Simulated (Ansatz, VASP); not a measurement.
# One calculation of AlN, two programs

```
Al N
1.0
     3.13161    0.00000    0.00000
    -1.56580    2.71205    0.00000
     0.00000    0.00000    5.01097
Al N
2 2
Direct
  0.33333 0.66667 0.00000
  0.66667 0.33333 0.50000
  0.33333 0.66667 0.38500
  0.66667 0.33333 0.88500
```

Change from the starting cell: volume scaled by 1.02.

Alike in both runs: task single point; functional PBE; k mesh 11 × 11 × 6; occupations fermi-dirac, width 0.02 eV; no spin polarisation.

|  | VASP | Ansatz |
| --- | --- | --- |
| version | VASP 6.6.1 | Ansatz 0.2.0 |
| potentials or method | VASP PAW PBE potentials, release 64 (Al, N), cutoff 520 eV | all-electron LAPW, scalar-relativistic |

|  | VASP | Ansatz | Ansatz less VASP |
| --- | --- | --- | --- |
| gap on the k mesh at the Fermi level (eV) | 3.99 | 3.99 | -0.003 |
| pressure (GPa) | -0.2 | 0.0 | +0.18 |
| largest component of the traceless stress (GPa) | 0.87 | 0.90 | +0.031 |
| rms of the force components (eV/Å) | 0.104 | 0.104 | -0.0002 |

Atom by atom the forces differ by 0.000 eV/Å (rms over components). Ansatz ran all-electron here, so the differences hold the error of VASP's frozen core and of both bases.

Caveats: an odd mesh through Γ misses points on the zone boundary, where band edges often lie.
